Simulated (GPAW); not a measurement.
Runs of GPAW 26.7.0 on SiC (Moissanite). Symmetry: P6_3mc, No. 186, hexagonal system. Conventional cell: a = 3.076 Å, b = 3.076 Å, c = 5.048 Å, α = 90.00°, β = 90.00°, γ = 120.00°. Around Si (site symmetry 3m) lie 4 C at 1.87 to 1.94 Å. C (site symmetry 3m) has 4 Si at 1.87 to 1.94 Å as nearest neighbours. 

| level | potentials or basis | older calculator (legacy_gpaw) | gap on the mesh (eV) | pressure (GPa) | largest force (eV/Å) |
| --- | --- | --- | --- | --- | --- |
| r2SCAN | GPAW PAW data sets (gpaw-data 1.2.1), pw | - | 2.71 | 1.4 | 0.77 |
| PBEsol | PAW data sets generated in the run's folder for this functional, pw | - | 2.16 | 1.5 | 0.76 |
| PW91 | PAW data sets generated in the run's folder for this functional, pw | - | 2.35 | 4.5 | 0.77 |
| vdW-DF-cx | GPAW PAW data sets (gpaw-data 1.2.1), pw | - | 2.25 | - | 0.79 |
| vdW-DF2 | GPAW PAW data sets (gpaw-data 1.2.1), pw | - | 2.87 | - | 0.79 |
| optB88-vdW | GPAW PAW data sets (gpaw-data 1.2.1), pw | yes | 2.48 | - | 0.79 |
| revPBE | the program's PAW data sets (release 1.2.1) made for this functional, pw | - | (b) | 7.4 | 0.78 |
| LDA | the program's PAW data sets (release 1.2.1) made for this functional, pw | - | 2.21 | -2.8 | (a) |
| PBE | GPAW PAW data sets (gpaw-data 1.2.1), pw | - | 2.31 | 5.0 | 0.77 |

Alike in all rows: task band structure; no spin polarisation; cell as given; k mesh 9 × 9 × 5; cutoff (eV) 800; smearing fermi-dirac 0.05 eV.

Estimate the missing entries.

(a) 0.75; (b) 2.34.

Caveats: the PAW data sets were made with another functional, which shifts forces and pressure a little (some runs).

